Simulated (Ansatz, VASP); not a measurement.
Given: the input of a run of VASP 6.6.1 on Ge.

INCAR

```
  PREC = Accurate
  ENCUT = 520
  EDIFF = 1E-6
  ISMEAR = -1
  SIGMA = 0.05
  LREAL = False
  LASPH = True
  NELM = 100
  ALGO = Normal
  ISIF = 2
  LWAVE = False
  LCHARG = True
  GGA = CA
  LELF = True
  LVHAR = True
  NBANDS = 21
```

KPOINTS

```
Automatic mesh
0
Gamma
  11 11 11
```

The input POSCAR:

```
Ge
1.0
   -2.6083684688      2.6083684688      1.4158017605
    2.6083684688     -2.6083684688      1.4158017605
    2.6083684688      2.6083684688     -1.4158017605
Ge
2
Direct
    0.5000000000      0.5000000000      0.0000000000
    0.2500000000      0.7500000000      0.5000000000
```

Potentials or basis: VASP PAW LDA potentials, release 64 (Ge_d).

The run is started by

```console
$ cat potpaw_LDA.64/Ge_d/POTCAR > POTCAR
$ mpirun -np 1 vasp_std > vasp.out
```

**Question.** Set up the same calculation for Ansatz 0.2.0. Potentials there: all-electron LAPW, scalar-relativistic.

**Answer.** As run (the cutoff follows the program's own potentials):

The input input.yaml:

```yaml
crystal:
  lattice:
    - [-2.6083684688, 2.6083684688, 1.4158017605]
    - [2.6083684688, -2.6083684688, 1.4158017605]
    - [2.6083684688, 2.6083684688, -1.4158017605]
  atoms:
    - { symbol: Ge, position: [0.5, 0.5, 0.0] }
    - { symbol: Ge, position: [0.25, 0.75, 0.5] }
kpoints:
  mp_grid: { grid: [11, 11, 11] }
scf:
  occupations: { method: fermi_dirac, width: 0.05 }
hamiltonian:
  xc: lda
  pseudopotentials: { kind: all_electron, lapw: { basis_error: 0.001 } }
output:
  forces: true
  stress: true
  eigenvalues: true
```

Potentials or basis: all-electron LAPW, scalar-relativistic.

Launch:

```sh
$ ansatz run input.yaml --threads 1 --pin off --max-ram 3072MiB --backend cpu --events-out ev --progress --plain --runs-dir out
```

Both were run:

|  | VASP | Ansatz | Ansatz less VASP |
| --- | --- | --- | --- |
| gap on the k mesh at the Fermi level (eV) | none | none | - |
| pressure (GPa) | -5.1 | -5.0 | +0.04 |
| largest component of the traceless stress (GPa) | 0.23 | 0.25 | +0.020 |

A gap of «none» marks a metal or a gap that the smearing closes. Ansatz ran all-electron here, so the differences hold the error of VASP's frozen core and of both bases.
